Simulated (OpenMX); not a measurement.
Here is an OpenMX 3.8.5 calculation.

File Ga.dat:

```
System.CurrrentDirectory             ./
System.Name                          Ga
DATA.PATH                            ./DFT_DATA13
level.of.stdout                      1
level.of.fileout                     0
Species.Number                       1
<Definition.of.Atomic.Species
  Ga  Ga7.0-s3p2d2           Ga_PBE13
Definition.of.Atomic.Species>

Atoms.Number                         2
Atoms.SpeciesAndCoordinates.Unit     FRAC
<Atoms.SpeciesAndCoordinates
    1  Ga    0.1345962700    0.7500000000    0.7701668300   6.500  6.500
    2  Ga    0.8654037300    0.2500000000    0.2298331700   6.500  6.500
Atoms.SpeciesAndCoordinates>

Atoms.UnitVectors.Unit               Ang
<Atoms.UnitVectors
     2.7784220849    0.0000000000    0.0000000000
     0.0000000000    3.2816087900    0.0000000000
    -1.3434310986    0.0000000000    3.9902731763
Atoms.UnitVectors>

scf.XcType                           GGA-PBE
scf.SpinPolarization                 off
scf.ElectronicTemperature            580.226
scf.energycutoff                     500.0
scf.maxIter                          100
scf.EigenvalueSolver                 band
scf.Kgrid                            7 7 5
scf.Mixing.Type                      rmm-diisk
scf.Init.Mixing.Weight               0.05
scf.Min.Mixing.Weight                0.001
scf.Max.Mixing.Weight                0.3
scf.Mixing.History                   25
scf.Mixing.StartPulay                8
scf.criterion                        1.0e-8
scf.stress.tensor                    on
MD.Type                              nomd
```

Potentials or basis: OpenMX 2013 PBE set, Ga7.0-s3p2d2, grid cutoff 500 Ry.

The run is started by

```sh
$ openmx Ga.dat -nt 1 > Ga.std
```

What does it give for the pressure?

4.9 GPa.

What does it give for the largest force?

0.166 eV/Å.

Predict the band gap on the k mesh.

none (metal or under the smearing width).

Forces in eV/Å, atoms in the order of the input:
```
Ga   0.041 -0.023 -0.159
Ga  -0.041  0.023  0.159
```

Caveat: the basis of atomic orbitals isn't converged, which shifts pressures, moduli and gaps.
